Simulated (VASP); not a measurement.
# LiNbO3 (R3c) in VASP: settings compared

Aim: see how the results for LiNbO3 move with the level of theory and the settings. Levels: PBE, LDA. Tasks: relaxation of cell and atoms.

Everything below comes from runs of VASP 6.6.1. Logs are shortened: lines on timing, memory, paths and dates and some standing lists are left out, and cuts for length are marked.

**1. The structure**

It takes space group R3c (No. 161, trigonal). The conventional cell has a = 5.152 Å, b = 5.152 Å, c = 13.869 Å, α = 90.00°, β = 90.00°, γ = 120.00°. Li (site symmetry 3) is surrounded by 6 O at 2.07 to 2.24 Å. Nb (site symmetry 3) has 6 O at 1.88 to 2.13 Å as nearest neighbours. O (site symmetry 1) has 2 Nb at 1.88 to 2.13 Å and 1 Li at 2.07 Å as nearest neighbours.

**2. Relaxation of cell and atoms, PBE**

INCAR reads:

```
SYSTEM = LiNbO3
ALGO     = Normal         ! electronic algorithm
EDIFF    = 1E-6           ! SCF threshold, eV
EDIFFG   = -0.01          ! ionic threshold
ENCUT    = 600            ! plane-wave cutoff, eV
GGA      = PE             ! functional
IBRION   = 2              ! ionic algorithm
ISIF     = 3              ! what is computed and relaxed
ISMEAR   = 0              ! smearing method
KPAR     = 4            
LASPH    = .TRUE.         ! aspherical terms in the spheres
LCHARG   = .FALSE.        ! write CHGCAR
LREAL    = .FALSE.        ! projectors in reciprocal space
LWAVE    = .FALSE.        ! write WAVECAR
NELM     = 80             ! most SCF steps
NSW      = 90             ! ionic steps
PREC     = Accurate       ! precision mode
SIGMA    = 0.03           ! smearing width, eV
```

KPOINTS reads:

```
k-points
0
G
  6 6 6
  0 0 0
```

POSCAR reads:

```
LiNbO3
1.0
    2.5758000000      1.4871388234      4.6230000000
   -2.5758000000      1.4871388234      4.6230000000
    0.0000000000     -2.9742776468      4.6230000000
Li Nb O
2 2 6
Direct
    0.2815000000      0.2815000000      0.2815000000
    0.7815000000      0.7815000000      0.7815000000
    0.0000550000      0.0000550000      0.0000550000
    0.5000550000      0.5000550000      0.5000550000
    0.1123100000      0.3583600000      0.7195900000
    0.7195900000      0.1123100000      0.3583600000
    0.3583600000      0.7195900000      0.1123100000
    0.2195900000      0.8583600000      0.6123100000
    0.8583600000      0.6123100000      0.2195900000
    0.6123100000      0.2195900000      0.8583600000
```

Potentials or basis: VASP PAW PBE potentials, release 64 (Li_sv, Nb_sv, O).

The run is started by

```sh
$ cat potpaw_PBE.64/Li_sv/POTCAR potpaw_PBE.64/Nb_sv/POTCAR potpaw_PBE.64/O/POTCAR > POTCAR
$ mpirun -np 4 vasp_std > vasp.out
```

OUTCAR:

```text
SYSTEM = LiNbO3
   EDIFF = 1E-6
   EDIFFG = -0.01
   ENCUT = 600
   GGA = PE
   IBRION = 2
   ISIF = 3
   ISMEAR = 0
   LASPH = .TRUE.
   LREAL = .FALSE.
   NELM = 80
   NSW = 90
   PREC = Accurate

 ion  position               nearest neighbor table
   1  0.282  0.282  0.282-   9 2.07  10 2.07   8 2.07   6 2.24   7 2.24   5 2.24
   2  0.782  0.782  0.782-   5 2.07   6 2.07   7 2.07  10 2.24   8 2.24   9 2.24
   3  0.000  0.000  0.000-   7 1.88   6 1.88   5 1.88  10 2.13   8 2.13   9 2.13
   4  0.500  0.500  0.500-   8 1.88  10 1.88   9 1.88   6 2.13   7 2.13   5 2.13
   5  0.112  0.358  0.720-   3 1.88   2 2.07   4 2.13   1 2.24
   6  0.720  0.112  0.358-   3 1.88   2 2.07   4 2.13   1 2.24
   7  0.358  0.720  0.112-   3 1.88   2 2.07   4 2.13   1 2.24
   8  0.220  0.858  0.612-   4 1.88   1 2.07   3 2.13   2 2.24
   9  0.858  0.612  0.220-   4 1.88   1 2.07   3 2.13   2 2.24
  10  0.612  0.220  0.858-   4 1.88   1 2.07   3 2.13   2 2.24

  LATTYP: Found a trigonal (rhomboedric) cell.
 ALAT       =     5.4971316630
 COS(alpha) =     0.5608812359

  Lattice vectors:

 A1 = (   2.5758000000,   1.4871388234,   4.6230000000)
 A2 = (  -2.5758000000,   1.4871388234,   4.6230000000)
 A3 = (   0.0000000000,  -2.9742776468,   4.6230000000)

Analysis of symmetry for initial positions (statically):
=====================================================================
 Subroutine PRICEL returns:
 Original cell was already a primitive cell.

 Routine SETGRP: Setting up the symmetry group for a
 trigonal (rhombohedral) supercell.

 Subroutine GETGRP returns: Found  6 space group operations
 (whereof  3 operations were pure point group operations)
 out of a pool of 12 trial point group operations.

The static configuration has the point symmetry C_3 .
 The point group associated with its full space group is C_3v.

Analysis of symmetry for dynamics (positions and initial velocities):
=====================================================================
 Subroutine PRICEL returns:
 Original cell was already a primitive cell.

 Routine SETGRP: Setting up the symmetry group for a
 trigonal (rhombohedral) supercell.

 Subroutine GETGRP returns: Found  6 space group operations
 (whereof  3 operations were pure point group operations)
 out of a pool of 12 trial point group operations.

The dynamic configuration has the point symmetry C_3 .
 The point group associated with its full space group is C_3v.

 Subroutine INISYM returns: Found  6 space group operations
 (whereof  3 operations are pure point group operations),
 and found     1 'primitive' translations

----------------------------------------------------------------------------------------

                                     Primitive cell

  volume of cell :     106.2524

  direct lattice vectors                    reciprocal lattice vectors
     2.575800000  1.487138823  4.623000000     0.194114450  0.112072030  0.072103252
    -2.575800000  1.487138823  4.623000000    -0.194114450  0.112072030  0.072103252
     0.000000000 -2.974277647  4.623000000     0.000000000 -0.224144060  0.072103252

  length of vectors
     5.497131663  5.497131663  5.497131663     0.235455810  0.235455810  0.235455810

  position of ions in fractional coordinates (direct lattice)
     0.281500000  0.281500000  0.281500000
     0.781500000  0.781500000  0.781500000
     0.000055000  0.000055000  0.000055000
     0.500055000  0.500055000  0.500055000
     0.112310000  0.358360000  0.719590000
     0.719590000  0.112310000  0.358360000
     0.358360000  0.719590000  0.112310000
     0.219590000  0.858360000  0.612310000
     0.858360000  0.612310000  0.219590000
     0.612310000  0.219590000  0.858360000

  ion indices of the primitive-cell ions
   primitive index   ion index
                 1           1
                 2           2
                 3           3
                 4           4
                 5           5
                 6           6
                 7           7
                 8           8
                 9           9
                10          10

----------------------------------------------------------------------------------------

 KPOINTS: k-points

Automatic generation of k-mesh.
 Grid dimensions read from file:
 generate k-points for:    6    6    6

 Generating k-lattice:

  Cartesian coordinates                     Fractional coordinates (reciprocal lattice)
     0.032352408  0.018678672  0.012017209     0.166666667  0.000000000 -0.000000000
    -0.032352408  0.018678672  0.012017209     0.000000000  0.166666667 -0.000000000
     0.000000000 -0.037357343  0.012017209    -0.000000000 -0.000000000  0.166666667

  Length of vectors
     0.039242635  0.039242635  0.039242635

  Shift w.r.t. Gamma in fractional coordinates (k-lattice)
     0.000000000  0.000000000  0.000000000

 Subroutine IBZKPT returns following result:
 ===========================================

 Found     32 irreducible k-points:

 Following reciprocal coordinates:
            Coordinates               Weight
  0.000000  0.000000  0.000000      1.000000
  0.166667  0.000000  0.000000      6.000000
  0.333333  0.000000  0.000000      6.000000
  0.500000  0.000000  0.000000      3.000000
  0.166667  0.166667  0.000000      6.000000
  0.333333  0.166667  0.000000     12.000000
[... 16 lines left out ...]
  0.500000  0.500000  0.166667      6.000000
 -0.333333  0.500000  0.166667     12.000000
 [... further k-points ...]
   k-points           NKPTS =     32   k-points in BZ     NKDIM =     32   number of bands    NBANDS=     40
   number of dos      NEDOS =    301   number of ions     NIONS =     10
   total plane-waves  NPLWV = 110592
   dimension x,y,z NGX =    48 NGY =   48 NGZ =   48
   dimension x,y,z NGXF=    96 NGYF=   96 NGZF=   96
   ions per type =               2   2   6
   NGX,Y,Z   is equivalent  to a cutoff of  14.52, 14.52, 14.52 a.u.
   NGXF,Y,Z  is equivalent  to a cutoff of  29.03, 29.03, 29.03 a.u.
 SYSTEM =  LiNbO3
   PREC   = accura    normal or accurate (medium, high low for compatibility)
   ISTART =      0    job   : 0-new  1-cont  2-samecut
   ICHARG =      2    charge: 1-file 2-atom 10-const
   ISPIN  =      1    spin polarized calculation?
   LNONCOLLINEAR =      F non collinear calculations
   LSORBIT =      F    spin-orbit coupling
   LASPH  =      T    aspherical Exc in radial PAW
   ENCUT  =  600.0 eV  44.10 Ry    6.64 a.u.  10.98 10.98 10.98*2*pi/ulx,y,z
   NELM   =     80;   NELMIN=  2; NELMDL= -5     # of ELM steps
   EDIFF  = 0.1E-05   stopping-criterion for ELM
   LREAL  =      F    real-space projection
   EDIFFG = -.1E-01   stopping-criterion for IOM
   NSW    =     90    number of steps for IOM
   IBRION =      2    ionic relax: 0-MD 1-quasi-New 2-CG
   NFREE  =      1    steps in history (QN), initial steepest desc. (CG)
   ISIF   =      3    stress and relaxation
   ISYM   =      2    0-nonsym 1-usesym 2-fastsym
   POTIM  = 0.5000    time-step for ionic-motion
   TEBEG  =    0.0;   TEEND  =   0.0 temperature during run
   PSTRESS=    0.0 pullay stress
   NELECT =      68.0000    total number of electrons
   NUPDOWN=      -1.0000    fix difference up-down
   EMIN   =  10.00;   EMAX   =-10.00  energy-range for DOS
   EFERMI =   0.00;   METHOD = LEGACY
   ISMEAR =     0;   SIGMA  =   0.03  broadening in eV -4-tet -1-fermi 0-gaus
   EFERMI_NEDOS =   21; number of points for ismear=-14 and -15
   IALGO  =     38    algorithm
   IMIX   =      4    mixing-type and parameters
     AMIX     =   0.40;   BMIX     =  1.00
     AMIX_MAG =   1.60;   BMIX_MAG =  1.00
  volume/ion in A,a.u.               =      10.63        71.70
  Fermi-wavevector in a.u.,A,eV,Ry     =   1.410798  2.666022 27.080374  1.990351
  Thomas-Fermi vector in A             =   2.532715
   LORBIT       =      0    0 simple, 1 ext, 2 COOP (PROOUT), +10 PAW based schemes
   GGA     = PE    functional components
   LHFCALC =     F    Hartree Fock is set to
   AEXX    =    0.0000 exact exchange contribution
   IVDW    =     0    specifies the selected vdW correction
   LEPSILON=     F    determine dielectric tensor
   LRPA    =     F    only Hartree local field effects (RPA)
 conjugate gradient relaxation of ions
 non-spin polarized calculation
 Gauss-broadening in eV      SIGMA  =   0.03
  energy-cutoff  :      600.00
  volume of cell :      106.25
 maximum number of plane-waves:      3570
 NGX is ok and might be reduce to    48
   NGX = 21   NGY = 21   NGZ = 21

--------------------------------------- Ionic step        1  -------------------------------------------

 number of electron      68.0000002 magnetization

 Free energy of the ion-electron system (eV)
  ---------------------------------------------------
  ext. energy  EPLUGINS =         0.00000000
  ---------------------------------------------------
  free energy    TOTEN  =       -80.02128531 eV

  energy without entropy =      -80.02128531  energy(sigma->0) =      -80.02128531

------------------------ aborting loop because EDIFF is reached ----------------------------------------

  FORCE on cell =-STRESS in cart. coord.  units (eV):
  Direction    XX          YY          ZZ          XY          YZ          ZX
  --------------------------------------------------------------------------------------
  -------------------------------------------------------------------------------------
  Total        2.7299061      2.7299061      2.5900091      0.0000000     -0.0000000      0.0000000
  in kB       41.1641824     41.1641824     39.0546795      0.0000000     -0.0000000      0.0000000
  external PRESSURE =      40.4610148 kB  Pullay stress =       0.0000000 kB
[... 249 lines left out ...]
  energy  without entropy=      -80.0497674594  energy(sigma->0) =      -80.04976746

--------------------------------------- Ionic step        7  -------------------------------------------

 number of electron      67.9999995 magnetization

 Free energy of the ion-electron system (eV)
  ---------------------------------------------------
  ext. energy  EPLUGINS =         0.00000000
  ---------------------------------------------------
  free energy    TOTEN  =       -80.04982605 eV

  energy without entropy =      -80.04982605  energy(sigma->0) =      -80.04982605

 E-fermi :   3.6425     XC(G=0): -10.6877

 val. band max:        3.3571947540   @ k =   0.1667   0.1667   0.1667
 cond. band min:       6.9057938528   @ k =   0.5000   0.3333   0.0000
 fundamental gap:      3.5485990988
 Fermi energy:         3.6425325943

 k-point     1 :       0.0000    0.0000    0.0000
  band No.  band energies     occupation
      1     -50.8753      2.00000
      2     -50.8617      2.00000
      3     -39.2971      2.00000
      4     -39.2947      2.00000
      5     -27.1506      2.00000
      6     -27.1506      2.00000
[... 1021 lines left out ...]
     39       8.4366      0.00000
     40       8.5953      0.00000

 [... further k-points ...]

------------------------ aborting loop because EDIFF is reached ----------------------------------------

  FORCE on cell =-STRESS in cart. coord.  units (eV):
  Direction    XX          YY          ZZ          XY          YZ          ZX
  --------------------------------------------------------------------------------------
  -------------------------------------------------------------------------------------
  Total       -0.0392974     -0.0392974      0.0170876      0.0000000     -0.0000000      0.0000000
  in kB       -0.5799874     -0.5799874      0.2521938      0.0000000     -0.0000000      0.0000000
  external PRESSURE =      -0.3025936 kB  Pullay stress =       0.0000000 kB
[... 25 lines left out ...]
  FREE ENERGIE OF THE ION-ELECTRON SYSTEM (eV)
  ---------------------------------------------------
  free  energy   TOTEN  =       -80.0498260491 eV

  energy  without entropy=      -80.0498260491  energy(sigma->0) =      -80.04982605

 reached required accuracy - stopping structural energy minimisation
```

Run time: 4.4 min. Hardware: 4 MPI ranks of Intel Xeon Platinum 8259CL at 2.50GHz (Skylake/Cascade Lake), shared host; peak memory 0.43 GiB.

Results:

```
Free energy                            : -80.0498 eV
Relaxed volume                         : 10.86 Å³/atom
Relaxed cell                           : a = 5.541 Å, b = 5.541 Å, c = 5.541 Å, α = 55.78°, β = 55.78°, γ = 55.78°
Space group after relaxing (to 0.05 Å) : R3c (No. 161)
Energy gained by relaxing              : 2.9 meV/atom
Ionic steps                            : 7
Pressure after relaxing                : 0.0 GPa
Largest force after relaxing           : 0.008 eV/Å
Band gap on the k mesh                 : 3.55 eV, indirect (least direct gap 3.57 eV)
```

Forces on the atoms (eV/Å):
```
Li   0.000  0.000  0.003
Li   0.000  0.000  0.003
Nb   0.000  0.000 -0.008
Nb   0.000  0.000 -0.008
O   -0.004 -0.001  0.002
O    0.003 -0.003  0.002
O    0.001  0.004  0.002
O   -0.001  0.004  0.002
O    0.004 -0.001  0.002
O   -0.003 -0.003  0.002
```

The path:
| step | energy change (eV) | largest force (eV/Å) | pressure (GPa) | volume (Å³) |
| --- | --- | --- | --- | --- |
| 1 | 0.0000 | 0.1954 | 4.05 | 106.25 |
| 2 | 0.0207 | 0.4659 | -4.73 | 110.43 |
| 3 | -0.0239 | 0.1364 | 0.15 | 107.99 |
| 4 | -0.0280 | 0.0448 | 0.03 | 108.37 |
| 5 | -0.0285 | 0.0151 | 0.02 | 108.54 |
| 6 | -0.0285 | 0.0178 | -0.01 | 108.56 |
| 7 | -0.0285 | 0.0083 | -0.03 | 108.56 |

Final structure:
```xyz
10
Lattice="2.5922 1.4966 4.6635 -2.5922 1.4966 4.6635 0.0000 -2.9933 4.6635" Properties=species:S:1:pos:R:3 pbc="T T T"
Li    0.0000    0.0000    3.9391
Li    0.0000    0.0000   10.9344
Nb    0.0000    0.0000    0.0040
Nb    0.0000    0.0000    6.9993
O    -0.6424   -1.4561    5.5495
O     1.5822    0.1718    5.5495
O    -0.9399    1.2844    5.5495
O    -1.6524   -0.2123    7.8812
O     0.6424    1.5371    7.8812
O     1.0100   -1.3249    7.8812
```

Levels at points of the mesh, in eV from the valence-band top:
```csv
k point,band 30,band 31,band 32,band 33,band 34,band 35,band 36,band 37,band 38,band 39
"(0.00, 0.00, 0.00)",-0.69,-0.69,-0.50,0.00,0.00,3.56,3.56,4.02,5.07,5.07
"(0.50, 0.00, 0.00)",-0.44,-0.30,-0.30,-0.22,-0.22,3.83,3.83,4.64,4.64,4.85
"(0.50, 0.50, 0.00)",-0.99,-0.69,-0.67,-0.50,-0.19,3.64,4.09,4.53,4.57,5.15
"(0.50, 0.50, 0.50)",-0.61,-0.31,-0.31,-0.31,-0.31,4.55,4.55,4.76,4.76,4.76
```

Caveat: the cutoff is under 1.25 times the usual one of these potentials, so pressure, stress and relaxed cells hold a basis-set (Pulay) error. Zero-point motion and thermal expansion aren't in these numbers.

**3. Relaxation of cell and atoms, PBE**

This run uses another cell than the first one, of 10.86 Å³/atom, 1.022 times its volume.

Edit INCAR of step 2 so:

```diff
@@ -2,4 +2,4 @@
 ALGO     = Normal         ! electronic algorithm
-EDIFF    = 1E-6           ! SCF threshold, eV
-EDIFFG   = -0.01          ! ionic threshold
+EDIFF    = 1E-7           ! SCF threshold, eV
+EDIFFG   = -0.005         ! ionic threshold
 ENCUT    = 600            ! plane-wave cutoff, eV
```

KPOINTS is that of step 2.

POSCAR reads:

```
LiNbO3                                  
1.0
    2.5922420616      1.4966316521      4.6635262883
   -2.5922420616      1.4966316521      4.6635262883
    0.0000000000     -2.9932633042      4.6635262883
  Li              Nb              O             
     2     2     6
Direct
     0.2815556781538187    0.2815556781538187    0.2815556781538187
     0.7815556781538187    0.7815556781538187    0.7815556781538187
     0.0002883065360141    0.0002883065360141    0.0002883065360141
     0.5002883065360141    0.5002883065360141    0.5002883065360141
     0.1105966146652040    0.3584005072077945    0.7209738934371682
     0.7209738934371682    0.1105966146652037    0.3584005072077948
     0.3584005072077945    0.7209738934371686    0.1105966146652037
     0.2209738934371685    0.8584005072077945    0.6105966146652035
     0.8584005072077944    0.6105966146652039    0.2209738934371682
     0.6105966146652037    0.2209738934371681    0.8584005072077947
```

Potentials or basis: VASP PAW PBE potentials, release 64 (Li_sv, Nb_sv, O).

The run is started by

```sh
$ cat potpaw_PBE.64/Li_sv/POTCAR potpaw_PBE.64/Nb_sv/POTCAR potpaw_PBE.64/O/POTCAR > POTCAR
$ mpirun -np 4 vasp_std > vasp.out
```

Run time: 3.3 min. Hardware: 4 MPI ranks of Intel Xeon Platinum 8259CL at 2.50GHz (Skylake/Cascade Lake), shared host; peak memory 0.43 GiB.

It converged, with:

| Quantity | Value |
| --- | --- |
| Free energy | -80.0565 eV |
| Relaxed volume | 10.85 Å³/atom |
| Relaxed cell | a = 5.541 Å, b = 5.541 Å, c = 5.541 Å, α = 55.75°, β = 55.75°, γ = 55.75° |
| Space group after relaxing (to 0.05 Å) | R3c (No. 161) |
| Energy gained by relaxing | 0.0 meV/atom |
| Ionic steps | 6 |
| Pressure after relaxing | 0.0 GPa |
| Largest force after relaxing | 0.004 eV/Å |
| Band gap on the k mesh | 3.54 eV, indirect (least direct gap 3.56 eV) |

Forces on the atoms (eV/Å):
```
Li   0.000  0.000  0.001
Li   0.000  0.000  0.001
Nb   0.000  0.000  0.004
Nb   0.000  0.000  0.004
O   -0.003 -0.002 -0.002
O    0.003 -0.002 -0.002
O    0.000  0.004 -0.002
O    0.000  0.004 -0.002
O    0.003 -0.002 -0.002
O   -0.003 -0.002 -0.002
```

Final structure:
```xyz
10
Lattice="2.5910 1.4959 4.6643 -2.5910 1.4959 4.6643 0.0000 -2.9918 4.6643" Properties=species:S:1:pos:R:3 pbc="T T T"
Li    0.0000    0.0000    3.9403
Li    0.0000    0.0000   10.9368
Nb    0.0000    0.0000    0.0028
Nb    0.0000    0.0000    6.9993
O    -0.6430   -1.4555    5.5507
O     1.5820    0.1709    5.5507
O    -0.9390    1.2846    5.5507
O    -1.6520   -0.2113    7.8828
O     0.6430    1.5363    7.8828
O     1.0090   -1.3250    7.8828
```

Levels at points of the mesh, in eV from the valence-band top:
| k point | band 32 | band 33 | band 34 | band 35 | band 36 | band 37 |
| --- | --- | --- | --- | --- | --- | --- |
| (0.00, 0.00, 0.00) | -0.50 | 0.00 | 0.00 | 3.55 | 3.55 | 4.01 |
| (0.50, 0.00, 0.00) | -0.30 | -0.22 | -0.22 | 3.83 | 3.83 | 4.64 |
| (0.50, 0.50, 0.00) | -0.67 | -0.50 | -0.19 | 3.63 | 4.08 | 4.53 |
| (0.50, 0.50, 0.50) | -0.31 | -0.31 | -0.31 | 4.55 | 4.55 | 4.76 |

Caveat: the cutoff is under 1.25 times the usual one of these potentials, so pressure, stress and relaxed cells hold a basis-set (Pulay) error. A hybrid or GW would open this gap; PBE tends to underestimate it.

(Part 1 of 2 ends here.)
